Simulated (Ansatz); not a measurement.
Runs of Ansatz 0.2.0 on AlNi3. Symmetry: Pm-3m, No. 221, cubic system. Conventional cell: a = 3.523 Å, b = 3.523 Å, c = 3.523 Å, α = 90.00°, β = 90.00°, γ = 90.00°. Ni (site symmetry 4/mmm) is surrounded by 8 Ni at 2.49 Å and 4 Al at 2.49 Å. Al (site symmetry m-3m) is surrounded by 12 Ni at 2.49 Å. The cell is a database's computed one.

| task | potentials or basis | fixed moment (μB) | k mesh | cutoff (eV) | points for each segment of the path | gap on the mesh (eV) | pressure (GPa) | moment (μB) |
| --- | --- | --- | --- | --- | --- | --- | --- | --- |
| band structure | Ansatz PAW earlier set | - | 8 × 8 × 8 | 920 | 14 | none | 7.3 | 0.71 |
| single point | Ansatz PAW | 2.2 | 6 × 6 × 6 | 420 | - | - | 10.9 | 2.20 |
| band structure | PseudoDojo standard (PBE files) | - | 8 × 8 × 8 | 1333 | 14 | none | 7.3 | (a) |
| band structure | Ansatz NC | - | 8 × 8 × 8 | 1400 | 14 | none | (b) | 0.74 |
| single point | Ansatz PAW | 4.5 | 6 × 6 × 6 | 420 | - | - | 22.5 | 4.50 |

Alike in all rows: level PBE; spin collinear, ferromagnetic start; cell as given; smearing fermi-dirac 0.05 eV.

Question: Fill in the values left out.

Answer: (a) 0.72; (b) 7.4.

Caveats: the total moment is fixed, so each spin has its own Fermi level (some runs); the thresholds are loose for stress (some runs).

A gap of «none» marks a metal or a gap under the smearing width.

The runs don't all hold the same shells in valence.
